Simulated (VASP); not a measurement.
# BeTe (F-43m) in VASP: further runs, part 2 of 2

VASP 6.6.1.

**5. Relaxation of the atoms, PBE+D3(BJ) (a relaxed cell with its volume scaled by 0.96)**

The input, INCAR:

```
SYSTEM = BeTe
PREC = Accurate ; ENCUT = 600
EDIFF = 1E-7 ; ISMEAR = 0
SIGMA = 0.03 ; LREAL = .False.
LASPH = .True. ; NELM = 80
ALGO = Normal ; ISIF = 2
LWAVE = .False. ; LCHARG = .False.
GGA = PE ; IVDW = 12
IBRION = 2 ; NSW = 40
EDIFFG = -0.01
```

The input, KPOINTS:

```
regular mesh
0
Gamma
  8 8 8
  0 0 0
```

The input, POSCAR:

```
BeTe                                    
1.0
    0.0000000000      2.7551512215      2.7551512215
    2.7551512215      0.0000000000      2.7551512215
    2.7551512215      2.7551512215      0.0000000000
  Be              Te            
     1     1
Direct
     0.0000000000000000    0.0000000000000000    0.0000000000000000
     0.2500000000000000    0.2500000000000000    0.2500000000000000
```

Potentials or basis: VASP PAW PBE potentials, release 64 (Be, Te).

Command:

```sh
$ cat potpaw_PBE.64/Be/POTCAR potpaw_PBE.64/Te/POTCAR > POTCAR
$ mpirun -np 1 vasp_std > vasp.out
```

OUTCAR:

```text
SYSTEM = BeTe
   PREC = Accurate
   ENCUT = 600
   EDIFF = 1E-7
   ISMEAR = 0
   LREAL = .False.
   LASPH = .True.
   NELM = 80
   ISIF = 2
   GGA = PE
   IVDW = 12
   IBRION = 2
   NSW = 40
   EDIFFG = -0.01
 IVDW          = 12

 ion  position               nearest neighbor table
   1  0.000  0.000  0.000-   2 2.39   2 2.39   2 2.39   2 2.39
   2  0.250  0.250  0.250-   1 2.39   1 2.39   1 2.39   1 2.39

  LATTYP: Found a face centered cubic cell.
 ALAT       =     5.5103024430

  Lattice vectors:

 A1 = (   0.0000000000,   2.7551512215,   2.7551512215)
 A2 = (   2.7551512215,   0.0000000000,   2.7551512215)
 A3 = (   2.7551512215,   2.7551512215,   0.0000000000)

Analysis of symmetry for initial positions (statically):
=====================================================================
 Subroutine PRICEL returns:
 Original cell was already a primitive cell.

 Routine SETGRP: Setting up the symmetry group for a
 face centered cubic supercell.

 Subroutine GETGRP returns: Found 24 space group operations
 (whereof 24 operations were pure point group operations)
 out of a pool of 48 trial point group operations.
[... 170 lines left out ...]
 Fermi energy:         5.9801512942

 k-point     1 :       0.0000    0.0000    0.0000
  band No.  band energies     occupation
      1      -6.8937      2.00000
      2       5.8565      2.00000
      3       5.8565      2.00000
      4       5.8565      2.00000
      5       9.4040      0.00000
      6       9.4040      0.00000
      7       9.4040      0.00000
      8      10.1716      0.00000
[... 243 lines left out ...]
 k-point    24 :      -0.3750    0.2500    0.1250
  band No.  band energies     occupation
      1      -5.1048      2.00000
      2       0.3387      2.00000
      3       2.7173      2.00000
      4       3.7510      2.00000
      5      10.0301      0.00000
      6      10.3207      0.00000
      7      12.7300      0.00000
      8      13.8217      0.00000

 [... further k-points ...]

------------------------ aborting loop because EDIFF is reached ----------------------------------------

 Edisp (eV)   -0.72556

 E8    (eV) :    -0.3091

  FORCE on cell =-STRESS in cart. coord.  units (eV):
  Direction    XX          YY          ZZ          XY          YZ          ZX
  --------------------------------------------------------------------------------------
  -------------------------------------------------------------------------------------
  Total       0.71743     0.71743     0.71743     0.00000    -0.00000     0.00000
  in kB      27.48062    27.48062    27.48062     0.00000    -0.00000     0.00000
  external pressure =       27.48 kB  Pullay stress =        0.00 kB

 VOLUME and BASIS-vectors are now :
 -----------------------------------------------------------------------------
  energy-cutoff  :      600.00
  volume of cell :       41.83
      direct lattice vectors                 reciprocal lattice vectors
     0.000000000  2.755151221  2.755151221    -0.181478242  0.181478242  0.181478242
     2.755151221  0.000000000  2.755151221     0.181478242 -0.181478242  0.181478242
     2.755151221  2.755151221  0.000000000     0.181478242  0.181478242 -0.181478242

 POSITION                                       TOTAL-FORCE (eV/Angst)
 -----------------------------------------------------------------------------------
      0.00000      0.00000      0.00000        -0.000000     -0.000000     -0.000000
      1.37758      1.37758      1.37758         0.000000      0.000000      0.000000
 -----------------------------------------------------------------------------------
    total drift:                                0.000000      0.000000      0.000000

  FREE ENERGIE OF THE ION-ELECTRON SYSTEM (eV)
  ---------------------------------------------------
  free  energy   TOTEN  =        -8.2889057014 eV

  energy  without entropy=       -8.2889057014  energy(sigma->0) =       -8.28890570

 reached required accuracy - stopping structural energy minimisation
```

OSZICAR:

```text
N       E                     dE             d eps       ncg     rms          rms(c)
DAV:   1     0.212664618218E+02    0.21266E+02   -0.35797E+03   464   0.895E+02
DAV:   2    -0.706082785765E+01   -0.28327E+02   -0.27672E+02   640   0.103E+02
DAV:   3    -0.774906196073E+01   -0.68823E+00   -0.68823E+00   608   0.218E+01
DAV:   4    -0.775351941491E+01   -0.44575E-02   -0.44575E-02   672   0.199E+00
DAV:   5    -0.775353245371E+01   -0.13039E-04   -0.13039E-04   648   0.809E-02    0.457E+00
DAV:   6    -0.760466538011E+01    0.14887E+00   -0.22057E-01   560   0.250E+00    0.271E+00
DAV:   7    -0.756272299121E+01    0.41942E-01   -0.15144E-01   624   0.213E+00    0.587E-01
DAV:   8    -0.756303856141E+01   -0.31557E-03   -0.69468E-03   504   0.607E-01    0.107E-01
DAV:   9    -0.756330661178E+01   -0.26805E-03   -0.42983E-04   632   0.165E-01    0.270E-02
DAV:  10    -0.756333919664E+01   -0.32585E-04   -0.66640E-05   536   0.498E-02    0.216E-02
DAV:  11    -0.756334120320E+01   -0.20066E-05   -0.27662E-06   680   0.119E-02    0.135E-02
DAV:  12    -0.756334357642E+01   -0.23732E-05   -0.61119E-06   504   0.191E-02    0.751E-03
DAV:  13    -0.756334363890E+01   -0.62484E-07   -0.60340E-08   624   0.174E-03
   1 F= -.82889057E+01 E0= -.82889057E+01  d E =-.828891E+01
```

Wall time 7 s (1 thread of AMD EPYC 9R45 (Zen 5), shared host); peak memory 0.16 GiB.

What came out:

| Quantity | Value |
| --- | --- |
| Free energy | -8.2889 eV |
| Pressure after relaxing | 2.7 GPa |
| Band gap on the k mesh | 1.80 eV, indirect (least direct gap 3.55 eV) |
| Dispersion energy per atom | -0.363 eV |

Final structure:
```xyz
2
Lattice="0.0000 2.7552 2.7552 2.7552 0.0000 2.7552 2.7552 2.7552 0.0000" Properties=species:S:1:pos:R:3 pbc="T T T"
Be    0.0000    0.0000    0.0000
Te    1.3776    1.3776    1.3776
```

Caveat: the relaxation stopped at its first step, so nothing moved; spin-orbit coupling is left out, which moves the levels of the heavy elements. A k mesh can miss the band edges.

**6. Relaxation of the atoms, PBE+D3(BJ) (a relaxed cell with its volume scaled by 0.98)**

INCAR is that of step 5.

KPOINTS is that of step 5.

The input, POSCAR:

```
BeTe                                    
1.0
    0.0000000000      2.7741528649      2.7741528649
    2.7741528649      0.0000000000      2.7741528649
    2.7741528649      2.7741528649      0.0000000000
  Be              Te            
     1     1
Direct
     0.0000000000000000    0.0000000000000000    0.0000000000000000
     0.2500000000000000    0.2500000000000000    0.2500000000000000
```

Potentials or basis: VASP PAW PBE potentials, release 64 (Be, Te).

Command:

```sh
$ cat potpaw_PBE.64/Be/POTCAR potpaw_PBE.64/Te/POTCAR > POTCAR
$ mpirun -np 1 vasp_std > vasp.out
```

OUTCAR:

```text
SYSTEM = BeTe
   PREC = Accurate
   ENCUT = 600
   EDIFF = 1E-7
   ISMEAR = 0
   LREAL = .False.
   LASPH = .True.
   NELM = 80
   ISIF = 2
   GGA = PE
   IVDW = 12
   IBRION = 2
   NSW = 40
   EDIFFG = -0.01
 IVDW          = 12

 ion  position               nearest neighbor table
   1  0.000  0.000  0.000-   2 2.40   2 2.40   2 2.40   2 2.40
   2  0.250  0.250  0.250-   1 2.40   1 2.40   1 2.40   1 2.40

  LATTYP: Found a face centered cubic cell.
 ALAT       =     5.5483057298

  Lattice vectors:

 A1 = (   0.0000000000,   2.7741528649,   2.7741528649)
 A2 = (   2.7741528649,   0.0000000000,   2.7741528649)
 A3 = (   2.7741528649,   2.7741528649,   0.0000000000)

Analysis of symmetry for initial positions (statically):
=====================================================================
 Subroutine PRICEL returns:
 Original cell was already a primitive cell.

 Routine SETGRP: Setting up the symmetry group for a
 face centered cubic supercell.

 Subroutine GETGRP returns: Found 24 space group operations
 (whereof 24 operations were pure point group operations)
 out of a pool of 48 trial point group operations.

The static configuration has the point symmetry T_d .

Analysis of symmetry for dynamics (positions and initial velocities):
=====================================================================
 Subroutine PRICEL returns:
 Original cell was already a primitive cell.

 Routine SETGRP: Setting up the symmetry group for a
 face centered cubic supercell.

 Subroutine GETGRP returns: Found 24 space group operations
 (whereof 24 operations were pure point group operations)
 out of a pool of 48 trial point group operations.

The dynamic configuration has the point symmetry T_d .

 Subroutine INISYM returns: Found 24 space group operations
 (whereof 24 operations are pure point group operations),
 and found     1 'primitive' translations

----------------------------------------------------------------------------------------

                                     Primitive cell

  volume of cell :      42.6993

  direct lattice vectors                    reciprocal lattice vectors
     0.000000000  2.774152865  2.774152865    -0.180235201  0.180235201  0.180235201
     2.774152865  0.000000000  2.774152865     0.180235201 -0.180235201  0.180235201
     2.774152865  2.774152865  0.000000000     0.180235201  0.180235201 -0.180235201

  length of vectors
     3.923244606  3.923244606  3.923244606     0.312176526  0.312176526  0.312176526

  position of ions in fractional coordinates (direct lattice)
     0.000000000  0.000000000  0.000000000
     0.250000000  0.250000000  0.250000000

  ion indices of the primitive-cell ions
   primitive index   ion index
                 1           1
                 2           2

----------------------------------------------------------------------------------------

 KPOINTS: regular mesh

Automatic generation of k-mesh.
 Grid dimensions read from file:
 generate k-points for:    8    8    8

 Generating k-lattice:

  Cartesian coordinates                     Fractional coordinates (reciprocal lattice)
    -0.022529400  0.022529400  0.022529400     0.125000000  0.000000000  0.000000000
     0.022529400 -0.022529400  0.022529400     0.000000000  0.125000000  0.000000000
     0.022529400  0.022529400 -0.022529400     0.000000000  0.000000000  0.125000000

  Length of vectors
     0.039022066  0.039022066  0.039022066

  Shift w.r.t. Gamma in fractional coordinates (k-lattice)
     0.000000000  0.000000000  0.000000000

 Subroutine IBZKPT returns following result:
 ===========================================

 Found     29 irreducible k-points:

 Following reciprocal coordinates:
            Coordinates               Weight
  0.000000  0.000000  0.000000      1.000000
  0.125000  0.000000  0.000000      8.000000
  0.250000  0.000000  0.000000      8.000000
  0.375000  0.000000  0.000000      8.000000
  0.500000  0.000000  0.000000      4.000000
  0.125000  0.125000  0.000000      6.000000
[... 16 lines left out ...]
  0.500000  0.250000  0.125000     48.000000
 -0.375000  0.250000  0.125000     24.000000
 [... further k-points ...]
   k-points           NKPTS =     29   k-points in BZ     NKDIM =     29   number of bands    NBANDS=      8
   number of dos      NEDOS =    301   number of ions     NIONS =      2
   total plane-waves  NPLWV =  32768
   dimension x,y,z NGX =    32 NGY =   32 NGZ =   32
   dimension x,y,z NGXF=    64 NGYF=   64 NGZF=   64
   ions per type =               1   1
   NGX,Y,Z   is equivalent  to a cutoff of  13.56, 13.56, 13.56 a.u.
   NGXF,Y,Z  is equivalent  to a cutoff of  27.12, 27.12, 27.12 a.u.
 SYSTEM =  BeTe
   PREC   = accura    normal or accurate (medium, high low for compatibility)
   ISTART =      0    job   : 0-new  1-cont  2-samecut
   ICHARG =      2    charge: 1-file 2-atom 10-const
   ISPIN  =      1    spin polarized calculation?
   LNONCOLLINEAR =      F non collinear calculations
   LSORBIT =      F    spin-orbit coupling
   LASPH  =      T    aspherical Exc in radial PAW
   ENCUT  =  600.0 eV  44.10 Ry    6.64 a.u.   7.84  7.84  7.84*2*pi/ulx,y,z
   NELM   =     80;   NELMIN=  2; NELMDL= -5     # of ELM steps
   EDIFF  = 0.1E-06   stopping-criterion for ELM
   LREAL  =      F    real-space projection
   EDIFFG = -.1E-01   stopping-criterion for IOM
   NSW    =     40    number of steps for IOM
   IBRION =      2    ionic relax: 0-MD 1-quasi-New 2-CG
   NFREE  =      1    steps in history (QN), initial steepest desc. (CG)
   ISIF   =      2    stress and relaxation
   ISYM   =      2    0-nonsym 1-usesym 2-fastsym
   POTIM  = 0.5000    time-step for ionic-motion
   TEBEG  =    0.0;   TEEND  =   0.0 temperature during run
   PSTRESS=    0.0 pullay stress
   NELECT =       8.0000    total number of electrons
   NUPDOWN=      -1.0000    fix difference up-down
   EMIN   =  10.00;   EMAX   =-10.00  energy-range for DOS
   EFERMI =   0.00;   METHOD = LEGACY
   ISMEAR =     0;   SIGMA  =   0.03  broadening in eV -4-tet -1-fermi 0-gaus
   EFERMI_NEDOS =   21; number of points for ismear=-14 and -15
   IALGO  =     38    algorithm
   IMIX   =      4    mixing-type and parameters
     AMIX     =   0.40;   BMIX     =  1.00
     AMIX_MAG =   1.60;   BMIX_MAG =  1.00
  volume/ion in A,a.u.               =      21.35       144.07
  Fermi-wavevector in a.u.,A,eV,Ry     =   0.936766  1.770231 11.939527  0.877530
  Thomas-Fermi vector in A             =   2.063809
   LORBIT       =      0    0 simple, 1 ext, 2 COOP (PROOUT), +10 PAW based schemes
   GGA     = PE    functional components
   LHFCALC =     F    Hartree Fock is set to
   AEXX    =    0.0000 exact exchange contribution
   IVDW    =    12    specifies the selected vdW correction
   LEPSILON=     F    determine dielectric tensor
   LRPA    =     F    only Hartree local field effects (RPA)
 conjugate gradient relaxation of ions
 non-spin polarized calculation
 Gauss-broadening in eV      SIGMA  =   0.03
  energy-cutoff  :      600.00
  volume of cell :       42.70
 maximum number of plane-waves:      1458
   NGX = 15   NGY = 15   NGZ = 15

 number of electron       8.0000000 magnetization

 Free energy of the ion-electron system (eV)
  ---------------------------------------------------
  ext. energy  EPLUGINS =         0.00000000
  ---------------------------------------------------
  free energy    TOTEN  =        -7.58994611 eV

  energy without entropy =       -7.58994611  energy(sigma->0) =       -7.58994611

 E-fermi :   5.8025     XC(G=0):  -9.2385

 val. band max:        5.6115633553   @ k =   0.0000   0.0000   0.0000
 cond. band min:       7.4707635499   @ k =   0.5000   0.5000   0.0000
 fundamental gap:      1.8592001946
 Fermi energy:         5.8024506137

 k-point     1 :       0.0000    0.0000    0.0000
  band No.  band energies     occupation
      1      -6.9917      2.00000
      2       5.6116      2.00000
      3       5.6116      2.00000
      4       5.6116      2.00000
      5       9.1802      0.00000
      6       9.1802      0.00000
      7       9.1802      0.00000
      8       9.7683      0.00000
[... 243 lines left out ...]
 k-point    24 :      -0.3750    0.2500    0.1250
  band No.  band energies     occupation
      1      -5.2686      2.00000
      2       0.2224      2.00000
      3       2.5506      2.00000
      4       3.5711      2.00000
      5       9.7995      0.00000
      6      10.0501      0.00000
      7      12.4200      0.00000
      8      13.5109      0.00000

 [... further k-points ...]

------------------------ aborting loop because EDIFF is reached ----------------------------------------

 Edisp (eV)   -0.70993

 E8    (eV) :    -0.3024

  FORCE on cell =-STRESS in cart. coord.  units (eV):
  Direction    XX          YY          ZZ          XY          YZ          ZX
  --------------------------------------------------------------------------------------
  -------------------------------------------------------------------------------------
  Total       0.34838     0.34838     0.34838     0.00000     0.00000     0.00000
  in kB      13.07188    13.07188    13.07188     0.00000     0.00000     0.00000
  external pressure =       13.07 kB  Pullay stress =        0.00 kB

 VOLUME and BASIS-vectors are now :
 -----------------------------------------------------------------------------
  energy-cutoff  :      600.00
  volume of cell :       42.70
      direct lattice vectors                 reciprocal lattice vectors
     0.000000000  2.774152865  2.774152865    -0.180235201  0.180235201  0.180235201
     2.774152865  0.000000000  2.774152865     0.180235201 -0.180235201  0.180235201
     2.774152865  2.774152865  0.000000000     0.180235201  0.180235201 -0.180235201

 POSITION                                       TOTAL-FORCE (eV/Angst)
 -----------------------------------------------------------------------------------
      0.00000      0.00000      0.00000         0.000000      0.000000      0.000000
      1.38708      1.38708      1.38708        -0.000000     -0.000000     -0.000000
 -----------------------------------------------------------------------------------
    total drift:                                0.000000      0.000000      0.000000

  FREE ENERGIE OF THE ION-ELECTRON SYSTEM (eV)
  ---------------------------------------------------
  free  energy   TOTEN  =        -8.2998741990 eV

  energy  without entropy=       -8.2998741990  energy(sigma->0) =       -8.29987420

 reached required accuracy - stopping structural energy minimisation
```

OSZICAR:

```text
N       E                     dE             d eps       ncg     rms          rms(c)
DAV:   1     0.237288377233E+02    0.23729E+02   -0.37440E+03   464   0.921E+02
DAV:   2    -0.692236448253E+01   -0.30651E+02   -0.29385E+02   672   0.105E+02
DAV:   3    -0.775638622318E+01   -0.83402E+00   -0.83402E+00   600   0.236E+01
DAV:   4    -0.776101572085E+01   -0.46295E-02   -0.46295E-02   664   0.204E+00
DAV:   5    -0.776103606480E+01   -0.20344E-04   -0.20344E-04   640   0.107E-01    0.442E+00
DAV:   6    -0.762752593402E+01    0.13351E+00   -0.19484E-01   544   0.232E+00    0.264E+00
DAV:   7    -0.758924700494E+01    0.38279E-01   -0.13992E-01   632   0.204E+00    0.551E-01
DAV:   8    -0.758963704422E+01   -0.39004E-03   -0.66284E-03   504   0.587E-01    0.100E-01
DAV:   9    -0.758990633150E+01   -0.26929E-03   -0.40105E-04   648   0.160E-01    0.258E-02
DAV:  10    -0.758994128518E+01   -0.34954E-04   -0.65038E-05   536   0.494E-02    0.212E-02
DAV:  11    -0.758994362274E+01   -0.23376E-05   -0.27107E-06   672   0.118E-02    0.134E-02
DAV:  12    -0.758994606386E+01   -0.24411E-05   -0.61169E-06   504   0.190E-02    0.767E-03
DAV:  13    -0.758994611143E+01   -0.47570E-07   -0.62633E-08   632   0.177E-03
   1 F= -.82998742E+01 E0= -.82998742E+01  d E =-.829987E+01
```

Wall time 7 s (1 thread of AMD EPYC 9R45 (Zen 5), shared host); peak memory 0.16 GiB.

Results:

- Free energy: -8.2999 eV
- Pressure after relaxing: 1.3 GPa
- Band gap on the k mesh: 1.86 eV, indirect (least direct gap 3.57 eV)
- Dispersion energy per atom: -0.355 eV

Final structure:
```
Be Te
1.0
     0.00000    2.77415    2.77415
     2.77415    0.00000    2.77415
     2.77415    2.77415    0.00000
Be Te
1 1
Direct
  0.00000 0.00000 0.00000
  0.25000 0.25000 0.25000
```

Caveat: the relaxation stopped at its first step, so nothing moved; spin-orbit coupling is left out, which moves the levels of the heavy elements.

**7. Overview**

```csv
task,cell,gap on the mesh (eV),pressure (GPa)
relaxation of cell and atoms,relaxed,1.91,0.0
relaxation of the atoms,atoms relaxed from: a relaxed cell with its volume scaled by 0.94,1.75,4.3
relaxation of the atoms,atoms relaxed from: a relaxed cell with its volume scaled by 0.96,1.80,2.7
relaxation of the atoms,atoms relaxed from: a relaxed cell with its volume scaled by 0.98,1.86,1.3
```

Alike in all rows: level PBE+D3(BJ); potentials or basis VASP PAW PBE potentials, release 64 (Be, Te); no spin polarisation; k mesh 8 × 8 × 8; cutoff (eV) 600; smearing gaussian 0.03 eV.

Caveats: the relaxation stopped at its first step, so nothing moved; spin-orbit coupling is left out, which moves the levels of the heavy elements.

Total energies depend on the potentials used, so only differences within one code and one set of settings carry meaning.
